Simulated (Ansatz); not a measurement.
The system is Al2O3.

```
Al O
1.0
     3.01748    0.00000    0.00000
    -1.50874    2.61322    0.00000
     0.00000    0.00000    7.57464
Al O
2 3
Direct
  0.00000 0.00000 0.72205
  0.00000 0.00000 0.27795
  0.00000 0.00000 0.50000
  0.66667 0.33333 0.80055
  0.33333 0.66667 0.19945
```

Measurements of this composition are mostly on another form, of space group No. 167.

```yaml
Program: Ansatz 0.2.0
Task: relaxation of cell and atoms
Functional: PBEsol
Potentials_or_basis: Ansatz PAW
Cutoff: "420 eV (not typed: the program's choice for these potentials)"
k_mesh: 10 × 10 × 4
Occupations: fermi-dirac, width 0.05 eV
Spin: no spin polarisation
```

At the start: volume 11.95 Å³/atom.

**Question.** How do energy, volume and symmetry change on relaxing?

**Answer.** It ends after 16 steps and the volume is 12.33 Å³/atom (+3.2 %); space group P-3m1 (No. 164, to 0.05 Å).

Step by step:
| step | energy change (eV) | largest force (eV/Å) | volume (Å³) |
| --- | --- | --- | --- |
| 1 | 0.0000 | 0.1850 | 59.73 |
| 2 | -0.0145 | 0.1428 | 59.97 |
| 3 | -0.0196 | 0.0263 | 60.00 |
| 4 | -0.0200 | 0.0040 | 59.92 |
| 5 | -0.0200 | 0.0005 | 59.92 |
| 6 | -0.0219 | 0.0015 | 59.92 |
| 7 | -0.0208 | 0.0022 | 60.30 |
| 8 | -0.0194 | 0.0040 | 60.66 |
| 9 | -0.0227 | 0.0046 | 60.66 |
| 10 | -0.0211 | 0.0041 | 61.12 |
| 11 | -0.0230 | 0.0042 | 61.12 |
| 12 | -0.0225 | 0.0007 | 61.26 |
| 13 | -0.0218 | 0.0007 | 61.44 |
| 14 | -0.0231 | 0.0007 | 61.44 |
| 15 | -0.0222 | 0.0008 | 61.66 |
| 16 | -0.0232 | 0.0008 | 61.66 |

Final structure:
```
Al O
1.0
     2.98850    0.00000    0.00000
    -1.49425    2.58811    0.00000
     0.00000    0.00000    7.97222
Al O
2 3
Direct
  0.00000 0.00000 0.70963
  0.00000 0.00000 0.29037
  0.00000 0.00000 0.50000
  0.66667 0.33333 0.78417
  0.33333 0.66667 0.21583
```

Caveat: the plane-wave basis is chosen anew once the cell has moved, so the energies of steps on either side of that aren't comparable; the pressure holds a Pulay correction of +0.6 GPa for the finite cutoff; the PAW data sets come from PBE, with cores solved anew for the run's functional, which leaves a small shift of forces and pressure.
